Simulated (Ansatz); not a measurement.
# MoSe2: the cost of one run

Computed with Ansatz 0.2.0 (DFT PBE, scalar-relativistic, plane waves, PAW, unless a step's input says otherwise).

The COD entry's cell or inner coordinates are ideal or old and differ from later refinements, so a difference from it is no clean test against experiment.

The runs add the D3(BJ) dispersion term to the functional named.

## 1. The structure to begin with

It takes space group P6_3/mmc (No. 194, hexagonal). The conventional cell has a = 3.278 Å, b = 3.278 Å, c = 12.727 Å, α = 90.00°, β = 90.00°, γ = 120.00°. Mo (site symmetry -6m2) is surrounded by 6 Se at 2.53 Å. Se (site symmetry 3m) is surrounded by 3 Mo at 2.53 Å.

Coordinates:

```cif
data_structure
_symmetry_space_group_name_H-M 'P 1'
_symmetry_Int_Tables_number 1
_cell_length_a 3.2781
_cell_length_b 3.2781
_cell_length_c 12.7275
_cell_angle_alpha 90.000
_cell_angle_beta 90.000
_cell_angle_gamma 120.000
_cell_volume 118.44
loop_
_atom_site_label
_atom_site_type_symbol
_atom_site_fract_x
_atom_site_fract_y
_atom_site_fract_z
_atom_site_occupancy
Mo1 Mo 0.33333 0.66667 0.25000 1
Mo2 Mo 0.66667 0.33333 0.75000 1
Se1 Se 0.33333 0.66667 0.61846 1
Se2 Se 0.66667 0.33333 0.11846 1
Se3 Se 0.33333 0.66667 0.88154 1
Se4 Se 0.66667 0.33333 0.38154 1
```

This cell comes from an earlier session at PBE: 19.741 Å³/atom at -0.01 GPa, on a 6×6×2 mesh.

## 2. Antiferromagnetic, in the cell as typed

The input, input.yaml:

```yaml
crystal:
  lattice:
    - [3.278095121, 0.0, 0.0]
    - [-1.6390475605, 2.8389136508, 0.0]
    - [0.0, 0.0, 12.7274731872]
  atoms:
    - { symbol: Mo, position: [0.3333333333, 0.6666666667, 0.25], spin: 2.0 }
    - { symbol: Mo, position: [0.6666666667, 0.3333333333, 0.75], spin: -2.0 }
    - { symbol: Se, position: [0.3333333333, 0.6666666667, 0.6184592196] }
    - { symbol: Se, position: [0.6666666667, 0.3333333333, 0.1184592196] }
    - { symbol: Se, position: [0.3333333333, 0.6666666667, 0.8815407804] }
    - { symbol: Se, position: [0.6666666667, 0.3333333333, 0.3815407804] }
basis:
  ecutwfc: 300
  ecutrho_ratio: 4
kpoints:
  mp_grid: { grid: [6, 6, 2] }
hamiltonian:
  xc: pbe
  dispersion: d3bj
scf:
  occupations: { method: gaussian, width: 0.05 }
  lower_state_search: "off"
output:
  forces: true
  stress: true
  eigenvalues: true
  populations: true
magnetization:
  spin_polarized: true
```

On the command line:

```
ansatz run input.yaml --threads 2 --pin off --max-ram 5120MiB --backend cpu --events-out ev --progress --plain --runs-dir out
```

What time and memory should one allow on 2 threads of Intel Xeon Platinum 8259CL at 2.50GHz (Skylake/Cascade Lake), shared host?

About 8.7 s, with a peak of 0.53 GiB.
